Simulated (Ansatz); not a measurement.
Sb in Ansatz: the effect of functional

Crystal: Sb.

```
CELL_PARAMETERS angstrom
-1.89597 1.89597 1.89597
1.89597 -1.89597 1.89597
1.89597 1.89597 -1.89597
ATOMIC_POSITIONS crystal
Sb 0.00000 0.00000 0.00000
```

This isn't the form of Sb at room conditions, which is rhombohedral.

The cell isn't the ideal one: volume scaled by 1.04.

Alike in all runs:

| Quantity | Value |
| --- | --- |
| Program | Ansatz 0.2.0 |
| Task | single point |
| Potentials or basis | Ansatz PAW |
| k mesh | 10 × 10 × 10 |
| Occupations | fermi-dirac, width 0.05 eV |
| Spin | no spin polarisation |

| functional | cutoff | pressure (GPa) |
| --- | --- | --- |
| LDA | 420 eV (not typed: the program's choice for these potentials) | ? |
| PBEsol | 420 eV (not typed: the program's choice for these potentials) | -2.4 |
| r2SCAN | 500 eV (not typed: the program's choice for these potentials) | -0.1 |

Task: What does the run with functional LDA give?

Result: Pressure -3.6 GPa.

Caveats: the PAW data sets come from PBE, with cores solved anew for the run's functional, which leaves a small shift of forces and pressure.

Runs at the PBE level aren't shown here.
